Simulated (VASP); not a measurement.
# MgS (I4/mmm) in VASP: single point with r2SCAN

Aim: the single point of MgS with r2SCAN.

All numbers are computed with VASP 6.6.1; they aren't measurements. Logs are shortened: lines on timing, memory, paths and dates and some standing lists are left out, and cuts for length are marked.

### Step 1. The cell of the first run

The structure is tetragonal, space group I4/mmm (No. 139). Conventional cell: a = 3.813 Å, b = 3.813 Å, c = 5.101 Å, α = 90.00°, β = 90.00°, γ = 90.00°. Mg (site symmetry 4/mmm) has 6 S at 2.55 to 2.70 Å as nearest neighbours. S (site symmetry 4/mmm) is surrounded by 6 Mg at 2.55 to 2.70 Å.

The cell was built by a generator and needn't be a form met in nature.

### Step 2. Single point, r2SCAN (epitaxial_xy strain +3.6%)

File POSCAR:

```
MgS
1.0
    0.0000000000      2.6964733420      2.5506714269
    2.6964733420      0.0000000000      2.5506714269
    2.6964733420      2.6964733420      0.0000000000
Mg S
1 1
Direct
    0.0000000000      0.0000000000      0.0000000000
    0.5000000000      0.5000000000      0.5000000000
```

File INCAR.step1:

```
SYSTEM = MgS
PREC     = Accurate       ! precision mode
ENCUT    = 520            ! plane-wave cutoff, eV
ISMEAR   = 0              ! smearing method
SIGMA    = 0.01           ! smearing width, eV
LREAL    = .FALSE.        ! projectors in reciprocal space
LASPH    = .TRUE.         ! aspherical terms in the spheres
NELM     = 100            ! most SCF steps
NBANDS   = 11             ! bands
GGA      = PE             ! functional
ALGO     = Normal         ! electronic algorithm
EDIFF    = 1E-4           ! SCF threshold, eV
LWAVE    = .TRUE.         ! write WAVECAR
LCHARG   = .FALSE.        ! write CHGCAR
```

File INCAR.step2:

```
SYSTEM = MgS
PREC     = Accurate       ! precision mode
ENCUT    = 520            ! plane-wave cutoff, eV
EDIFF    = 1E-6           ! SCF threshold, eV
ISMEAR   = 0              ! smearing method
SIGMA    = 0.01           ! smearing width, eV
LREAL    = .FALSE.        ! projectors in reciprocal space
LASPH    = .TRUE.         ! aspherical terms in the spheres
NELM     = 100            ! most SCF steps
ALGO     = Normal         ! electronic algorithm
ISIF     = 2              ! what is computed and relaxed
LWAVE    = .FALSE.        ! write WAVECAR
LCHARG   = .FALSE.        ! write CHGCAR
METAGGA  = R2SCAN         ! meta-GGA
LMIXTAU  = .TRUE.       
NBANDS   = 11             ! bands
ISTART   = 1
```

File KPOINTS:

```
Automatic mesh
0
G
  8 8 8
  0 0 0
```

Potentials or basis: VASP PAW PBE potentials, release 64 (Mg, S).

On the command line:

```console
cat potpaw_PBE.64/Mg/POTCAR potpaw_PBE.64/S/POTCAR > POTCAR
cp INCAR.step1 INCAR
mpirun -np 1 vasp_std > vasp.out
cp INCAR.step2 INCAR
mpirun -np 1 vasp_std > vasp.out
```

OUTCAR:

```text
SYSTEM = MgS
   PREC = Accurate
   ENCUT = 520
   EDIFF = 1E-6
   ISMEAR = 0
   LREAL = .FALSE.
   LASPH = .TRUE.
   NELM = 100
   ISIF = 2
   METAGGA = R2SCAN
   ISTART = 1

 ion  position               nearest neighbor table
   1  0.000  0.000  0.000-   2 2.55   2 2.55   2 2.70   2 2.70   2 2.70   2 2.70
   2  0.500  0.500  0.500-   1 2.55   1 2.55   1 2.70   1 2.70   1 2.70   1 2.70

  LATTYP: Found a body centered tetragonal cell.
 ALAT       =     3.8133891708
 C/A-ratio  =     1.3377451462

  Lattice vectors:

 A1 = (   0.0000000000,  -2.6964733420,  -2.5506714269)
 A2 = (   0.0000000000,   2.6964733420,  -2.5506714269)
 A3 = (   2.6964733420,   0.0000000000,   2.5506714269)

Analysis of symmetry for initial positions (statically):
=====================================================================
 Subroutine PRICEL returns:
 Original cell was already a primitive cell.

 Routine SETGRP: Setting up the symmetry group for a
 body centered tetragonal supercell.

 Subroutine GETGRP returns: Found 16 space group operations
 (whereof 16 operations were pure point group operations)
 out of a pool of 16 trial point group operations.

The static configuration has the point symmetry D_4h.

Analysis of symmetry for dynamics (positions and initial velocities):
=====================================================================
 Subroutine PRICEL returns:
 Original cell was already a primitive cell.

 Routine SETGRP: Setting up the symmetry group for a
 body centered tetragonal supercell.

 Subroutine GETGRP returns: Found 16 space group operations
 (whereof 16 operations were pure point group operations)
 out of a pool of 16 trial point group operations.

The dynamic configuration has the point symmetry D_4h.

 Subroutine INISYM returns: Found 16 space group operations
 (whereof 16 operations are pure point group operations),
 and found     1 'primitive' translations

----------------------------------------------------------------------------------------

                                     Primitive cell

  volume of cell :      37.0917

  direct lattice vectors                    reciprocal lattice vectors
     0.000000000  2.696473342  2.550671427    -0.185427385  0.185427385  0.196026817
     2.696473342  0.000000000  2.550671427     0.185427385 -0.185427385  0.196026817
     2.696473342  2.696473342  0.000000000     0.185427385  0.185427385 -0.196026817

  length of vectors
     3.711723752  3.711723752  3.813389171     0.327403639  0.327403639  0.327403639

  position of ions in fractional coordinates (direct lattice)
     0.000000000  0.000000000  0.000000000
     0.500000000  0.500000000  0.500000000

[... 89 lines left out ...]
   EMIN   =  10.00;   EMAX   =-10.00  energy-range for DOS
   EFERMI =   0.00;   METHOD = LEGACY
   ISMEAR =     0;   SIGMA  =   0.01  broadening in eV -4-tet -1-fermi 0-gaus
   EFERMI_NEDOS =   21; number of points for ismear=-14 and -15
   IALGO  =     38    algorithm
   IMIX   =      4    mixing-type and parameters
     AMIX     =   0.40;   BMIX     =  1.00
     AMIX_MAG =   1.60;   BMIX_MAG =  1.00
  volume/ion in A,a.u.               =      18.55       125.15
  Fermi-wavevector in a.u.,A,eV,Ry     =   0.981776  1.855288 13.114449  0.963885
  Thomas-Fermi vector in A             =   2.112809
   LORBIT       =      0    0 simple, 1 ext, 2 COOP (PROOUT), +10 PAW based schemes
   METAGGA = R2SCAN    functional components
   LHFCALC =     F    Hartree Fock is set to
   AEXX    =    0.0000 exact exchange contribution
   IVDW    =     0    specifies the selected vdW correction
   LEPSILON=     F    determine dielectric tensor
   LRPA    =     F    only Hartree local field effects (RPA)
 non-spin polarized calculation
 Gauss-broadening in eV      SIGMA  =   0.01
  energy-cutoff  :      520.00
  volume of cell :       37.09
 maximum number of plane-waves:      1014
   NGX = 13   NGY = 13   NGZ = 15

 number of electron       8.0000001 magnetization

 Free energy of the ion-electron system (eV)
  ---------------------------------------------------
  ext. energy  EPLUGINS =         0.00000000
  ---------------------------------------------------
  free energy    TOTEN  =       -15.46321520 eV

  energy without entropy =      -15.46321520  energy(sigma->0) =      -15.46321520

 E-fermi :   3.1801     XC(G=0):  -9.8585

 val. band max:        3.1250648625   @ k =   0.0000   0.0000   0.0000
 cond. band min:       6.2177691775   @ k =   0.5000   0.5000   0.0000
 fundamental gap:      3.0927043149
 Fermi energy:         3.1801017335

 k-point     1 :       0.0000    0.0000    0.0000
  band No.  band energies     occupation
      1      -9.8565      2.00000
      2       2.8575      2.00000
      3       3.1251      2.00000
      4       3.1251      2.00000
      5       7.2341      0.00000
      6      11.4298      0.00000
      7      11.4298      0.00000
      8      12.0039      0.00000
      9      13.5412      0.00000
     10      14.2665      0.00000
     11      16.3968      0.00000
[... 309 lines left out ...]
 k-point    24 :       0.3750    0.0000    0.1250
  band No.  band energies     occupation
      1      -8.9450      2.00000
      2      -0.5009      2.00000
      3       2.1439      2.00000
      4       2.3324      2.00000
      5       8.9013      0.00000
      6      10.0488      0.00000
      7      11.7341      0.00000
      8      12.0236      0.00000
      9      15.0623      0.00000
     10      16.3536      0.00000
     11      16.7151      0.00000

 [... further k-points ...]

------------------------ aborting loop because EDIFF is reached ----------------------------------------

  FORCE on cell =-STRESS in cart. coord.  units (eV):
  Direction    XX          YY          ZZ          XY          YZ          ZX
  --------------------------------------------------------------------------------------
  -------------------------------------------------------------------------------------
  Total       -1.2228106     -1.2228106     -0.1250635      0.0000000      0.0000000      0.0000000
  in kB      -52.8193456    -52.8193456     -5.4021206      0.0000000      0.0000000      0.0000000
  external PRESSURE =     -37.0136039 kB  Pullay stress =       0.0000000 kB

 VOLUME and BASIS-vectors are now :
 -----------------------------------------------------------------------------
  energy-cutoff  :      520.00
  volume of cell :       37.09
      direct lattice vectors                 reciprocal lattice vectors
     0.000000000  2.696473342  2.550671427    -0.185427385  0.185427385  0.196026817
     2.696473342  0.000000000  2.550671427     0.185427385 -0.185427385  0.196026817
     2.696473342  2.696473342  0.000000000     0.185427385  0.185427385 -0.196026817

 POSITION                                       TOTAL-FORCE (eV/Angst)
 -----------------------------------------------------------------------------------
      0.00000      0.00000      0.00000         0.000000     -0.000000      0.000000
      2.69647      2.69647      2.55067        -0.000000      0.000000      0.000000
 -----------------------------------------------------------------------------------
    total drift:                                0.000000      0.000000      0.000000

  FREE ENERGIE OF THE ION-ELECTRON SYSTEM (eV)
  ---------------------------------------------------
  free  energy   TOTEN  =       -15.4632151997 eV

  energy  without entropy=      -15.4632151997  energy(sigma->0) =      -15.46321520
```

OSZICAR.step1:

```text
N       E                     dE             d eps       ncg     rms          rms(c)
DAV:   1     0.218397831851E+02    0.21840E+02   -0.34055E+03  1322   0.580E+02
DAV:   2    -0.738953570924E+01   -0.29229E+02   -0.28133E+02  1657   0.973E+01
DAV:   3    -0.889363184019E+01   -0.15041E+01   -0.15017E+01  1585   0.237E+01
DAV:   4    -0.890325801428E+01   -0.96262E-02   -0.96254E-02  1601   0.233E+00
DAV:   5    -0.890334175203E+01   -0.83738E-04   -0.83737E-04  1598   0.211E-01    0.422E+00
DAV:   6    -0.851241688125E+01    0.39092E+00   -0.87977E-01  1478   0.360E+00    0.327E+00
DAV:   7    -0.847104367996E+01    0.41373E-01   -0.22425E-01  1537   0.201E+00    0.222E+00
DAV:   8    -0.847076081779E+01    0.28286E-03   -0.16808E-02  1454   0.782E-01    0.102E+00
DAV:   9    -0.847036119118E+01    0.39963E-03   -0.10450E-03  1490   0.180E-01    0.365E-01
DAV:  10    -0.847037549285E+01   -0.14302E-04   -0.28927E-04  1459   0.775E-02
   1 F= -.84703755E+01 E0= -.84703755E+01  d E =-.598419E-61
```

Wall time 71 s (1 thread of AMD EPYC 9R45 (Zen 5), shared host); peak memory 0.15 GiB.

What came out:

| Quantity | Value |
| --- | --- |
| Free energy | -15.4632 eV |
| Pressure | -3.7 GPa |
| Band gap on the k mesh | 3.09 eV, indirect (least direct gap 4.11 eV) |

Stress tensor (GPa, compression positive):
```
-5.28  0.00  0.00
 0.00 -5.28  0.00
 0.00  0.00 -0.54
```

Caveat: the PAW data sets were made with another functional, which shifts forces and pressure a little. A k mesh can miss the band edges.
